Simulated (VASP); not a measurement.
VASP 6.6.1 run: SrO

INCAR

```
LREAL = .FALSE.
EDIFF = 1E-5
ALGO = Damped
NBANDS = 15
IBRION = -1
ISMEAR = -1
LASPH = .TRUE.
ISIF = 2
NELM = 67
NSW = 0
PREC = Accurate
LCHARG = .FALSE.
GGA = PE
ENCUT = 400
SIGMA = 0.02
TIME = 0.2
LWAVE = .FALSE.
```

KPOINTS

```
KPOINTS created by Atomic Simulation Environment
0
Gamma
8 8 8
0 0 0
```

POSCAR

```
Sr O
 1.0000000000000000
     0.0000000000000000    2.4521880273000001    2.4521880273000001
     2.4521880273000001    0.0000000000000000    2.4521880273000001
     2.4521880273000001    2.4521880273000001    0.0000000000000000
 Sr  O
   1   1
Cartesian
  2.4521880273000001  2.4521880273000001  2.4521880273000001
  0.0000000000000000  0.0000000000000000  0.0000000000000000
```

The recommended PBE PAW datasets give the neutral cell 16 valence electrons.

Command

```
mpirun -np 1 vasp_std
```

How does this run end, and what does it give?

It converged. Results: gap between bands v and c on the k mesh 3.09 eV; least direct gap on the k mesh 3.09 eV; pressure 19.4 GPa. Band v is the last that the valence electrons fill when counted band by band, and c is the next.

OSZICAR

```
N       E                     dE             d eps       ncg     rms           ort
DAV:   1     0.744361253292E+02    0.74436E+02   -0.77733E+03   435   0.883E+02
DAV:   2    -0.589895603667E+01   -0.80335E+02   -0.71348E+02   435   0.219E+02
DAV:   3    -0.130972369287E+02   -0.71983E+01   -0.70163E+01   435   0.590E+01
DAV:   4    -0.138911542102E+02   -0.79392E+00   -0.78767E+00   435   0.172E+01
DAV:   5    -0.139635100707E+02   -0.72356E-01   -0.72131E-01   435   0.446E+00
SDA:   6    -0.689523778234E+01    0.70683E+01   -0.41584E+01   435   0.208E+02   0.000E+00
DMP:   7    -0.101326379796E+02   -0.32374E+01   -0.23726E+01   435   0.591E+01   0.115E+02
DMP:   8    -0.114214131460E+02   -0.12888E+01   -0.18211E+00   435   0.489E+00   0.811E+00
DMP:   9    -0.112543096114E+02    0.16710E+00   -0.10891E+00   435   0.194E+01  -0.268E+01
DMP:  10    -0.113341533808E+02   -0.79844E-01   -0.38881E+00   435   0.183E+01   0.226E+00
...
DMP:  20    -0.117234337575E+02   -0.38473E-03   -0.56159E-04   435   0.533E-03  -0.486E-03
DMP:  21    -0.117234089311E+02    0.24826E-04   -0.17897E-03   435   0.117E-02  -0.532E-03
DMP:  22    -0.117235604853E+02   -0.15155E-03   -0.18897E-03   435   0.628E-03   0.609E-03
DMP:  23    -0.117236899481E+02   -0.12946E-03   -0.54010E-04   435   0.952E-04   0.337E-03
DMP:  24    -0.117237134286E+02   -0.23480E-04   -0.10023E-04   435   0.737E-04  -0.453E-04
DMP:  25    -0.117237201348E+02   -0.67063E-05   -0.22766E-04   435   0.108E-03   0.115E-04
DMP:  26    -0.117237397185E+02   -0.19584E-04   -0.18237E-04   435   0.496E-04   0.800E-04
DMP:  27    -0.117237527803E+02   -0.13062E-04   -0.63520E-05   435   0.116E-04   0.388E-04
DMP:  28    -0.117237569247E+02   -0.41444E-05   -0.32401E-05   435   0.115E-04   0.904E-05
   1 F= -.11723757E+02 E0= -.11723757E+02  d E =-.484905E-13
```

These settings aren't sound, so the numbers aren't properties of the crystal.

On sound settings PBE gives a gap of 3.09 eV on its mesh and a pressure of 22.6 GPa for the intended cell.
